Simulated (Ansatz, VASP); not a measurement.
## Two plane-wave programs on RbBr

Contents of INCAR:

```
PREC = Accurate ; ENCUT = 520
EDIFF = 1E-7 ; ISMEAR = -1
SIGMA = 0.02 ; LREAL = False
LASPH = True ; NELM = 100
ALGO = Fast ; ISIF = 2
LWAVE = False ; LCHARG = True
GGA = PE ; LELF = True
LVHAR = True ; NBANDS = 15
```

The input KPOINTS:

```
regular mesh
0
Gamma
  6 6 6
```

Contents of POSCAR:

```
RbBr
1.0
    0.0000000000      4.1005058274      3.2920698221
    4.1005058274      0.0000000000      3.2920698221
    4.1005058274      4.1005058274      0.0000000000
Rb Br
1 1
Direct
    0.0000000000      0.0000000000      0.0000000000
    0.2500000000      0.2500000000      0.2500000000
```

Input for Ansatz:

```yaml
crystal:
  lattice:
    - [0.0, 4.1005058274, 3.2920698221]
    - [4.1005058274, 0.0, 3.2920698221]
    - [4.1005058274, 4.1005058274, 0.0]
  atoms:
    - { symbol: Rb, position: [0.0, 0.0, 0.0] }
    - { symbol: Br, position: [0.25, 0.25, 0.25] }
kpoints:
  mp_grid: { grid: [6, 6, 6] }
  band_path:
    path:
      - [0.0, 0.0, 0.0]
      - [-0.5, -0.5, 0.0]
      - [-0.375, -0.375, 0.25]
      - [-0.375, 0.0, 0.375]
      - [0.0, 0.0, 0.5]
      - [-0.5, -0.25, 0.25]
    npoints: 1
hamiltonian:
  xc: pbe
scf:
  occupations: { method: fermi_dirac, width: 0.02 }
  n_extra_bands: 4
output:
  forces: true
  stress: true
  eigenvalues: true
```

Change from the starting cell: epitaxial_xy strain +6.0%.

Alike in both runs: task single point; functional PBE; k mesh 6 × 6 × 6; occupations fermi-dirac, width 0.02 eV; no spin polarisation.

```csv
,VASP,Ansatz
version,VASP 6.6.1,Ansatz 0.2.0
potentials or method,"VASP PAW PBE potentials, release 64 (Rb_sv, Br)","plane waves, PAW"
plane-wave cutoff (eV),520,420
valence electrons in the cell,16,16
```

```csv
,VASP,Ansatz,Ansatz less VASP
gap on the k mesh at the Fermi level (eV),4.03,4.03,0.000
pressure (GPa),0.3,0.3,-0.02
largest component of the traceless stress (GPa),0.12,0.11,-0.005
```

The functional is the same, so the differences come from potentials, cutoffs and numerics.

A k mesh can miss the band edges.
